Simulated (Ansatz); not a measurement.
## La, fcc: geometry optimisation

The calculation used Ansatz, DFT, PBE, plane waves (420 eV) with PAW, scalar-relativistic.

k-point mesh 10×10×10, Fermi-Dirac smearing 0.1 eV, no spin polarisation. Cell and atoms relax.

Starting structure:

```
La
1.0
     0.00000    2.65465    2.65465
     2.65465    0.00000    2.65465
     2.65465    2.65465    0.00000
La
1
Direct
  0.00000 0.00000 0.00000
```

What cell does the relaxation end in?

Fm-3m with a = 5.305 Å; 37.32 Å³ per atom against 37.42 at the start (-0.3 %).

How much energy does the relaxation gain?

0.0 meV per atom.
